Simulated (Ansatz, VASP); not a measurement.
**Tc in VASP and in Ansatz**

INCAR

```
SYSTEM = Tc
PREC     = Accurate       ! precision mode
ENCUT    = 520            ! plane-wave cutoff, eV
EDIFF    = 1E-6           ! SCF threshold, eV
ISMEAR   = -1             ! smearing method
SIGMA    = 0.05           ! smearing width, eV
LREAL    = .False.        ! projectors in reciprocal space
LASPH    = .True.         ! aspherical terms in the spheres
NELM     = 100            ! most SCF steps
ALGO     = Normal         ! electronic algorithm
ISIF     = 2              ! what is computed and relaxed
LWAVE    = .False.        ! write WAVECAR
LCHARG   = .False.        ! write CHGCAR
GGA      = PE             ! functional
NBANDS   = 12             ! bands
```

KPOINTS

```
regular mesh
0
Gamma
  12 12 12
  0 0 0
```

Contents of POSCAR:

```
Tc
1.0
    0.0000000000      1.9369123573      1.9369123573
    1.9369123573      0.0000000000      1.9369123573
    1.9369123573      1.9369123573      0.0000000000
Tc
1
Direct
    0.0000000000      0.0000000000      0.0000000000
```

input.yaml

```yaml
crystal:
  lattice:
    - [0.0, 1.9369123573, 1.9369123573]
    - [1.9369123573, 0.0, 1.9369123573]
    - [1.9369123573, 1.9369123573, 0.0]
  atoms:
    - { symbol: Tc, position: [0.0, 0.0, 0.0] }
kpoints:
  mp_grid: { grid: [12, 12, 12] }
scf:
  occupations: { method: fermi_dirac, width: 0.05 }
hamiltonian:
  xc: pbe
  pseudopotentials: { kind: all_electron, lapw: { basis_error: 0.0005 } }
output:
  forces: true
  stress: true
  eigenvalues: true
```

Change from the starting cell: volume scaled by 0.98.

Alike in both runs: task single point; functional PBE; k mesh 12 × 12 × 12; occupations fermi-dirac, width 0.05 eV; no spin polarisation.

|  | VASP | Ansatz |
| --- | --- | --- |
| version | VASP 6.6.1 | Ansatz 0.2.0 |
| potentials or method | VASP PAW PBE potentials, release 64 (Tc_pv) | all-electron LAPW, scalar-relativistic |
| plane-wave cutoff (eV) | 520 | see its input |

|  | VASP | Ansatz | Ansatz less VASP |
| --- | --- | --- | --- |
| gap on the k mesh at the Fermi level (eV) | none | none | - |
| pressure (GPa) | -1.1 | -0.6 | +0.58 |

A gap of «none» marks a metal or a gap that the smearing closes. Ansatz ran all-electron here, so the differences hold the error of VASP's frozen core and of both bases.
